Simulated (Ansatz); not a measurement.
A run of Ansatz 0.2.0 is set up as follows.

The input input.yaml:

```yaml
crystal:
  lattice:
    - [1.51768211, 0.87623418, 2.51579458]
    - [-1.51768211, 0.87623418, 2.51579458]
    - [0.0, -1.75246835, 2.51579458]
  atoms:
    - { symbol: Fe, position: [-0.016808, 0.006121, 0.003693], spin: 3.0 }
    - { symbol: O, position: [0.492923, 0.492116, 0.505644] }
hamiltonian:
  xc: pbe
  pseudopotentials: { kind: paw }
magnetization:
  spin_polarized: true
kpoints:
  mp_grid: { grid: [11, 11, 11] }
scf:
  occupations: { method: fermi_dirac, width: 0.05 }
output:
  forces: true
  stress: true
  eigenvalues: true
```

Potentials or basis: Ansatz PAW.

Launch:

```sh
$ ansatz run input.yaml --threads 2 --pin off --max-ram 5632MiB --backend cpu --events-out ev --progress --plain --runs-dir out
```

Q: What does it give for the absolute moment?

A: 4.01 μB per cell.

Q: Estimate the net moment.

A: 4.00 μB per cell.

Q: Predict the band gap on the k mesh.

A: None (metal or under the smearing width).

Q: What does it give for the pressure?

A: -0.5 GPa.

Forces on the atoms (eV/Å):
```
Fe   0.100 -0.020 -0.017
O   -0.100  0.020  0.017
```

Caveat: the pressure holds a Pulay correction of +0.6 GPa for the finite cutoff; a cell with one magnetic atom can't hold antiferromagnetic order, which such compounds often take; semilocal functionals often make such compounds metallic where correlation or magnetic order opens a gap, which also shifts bond lengths.
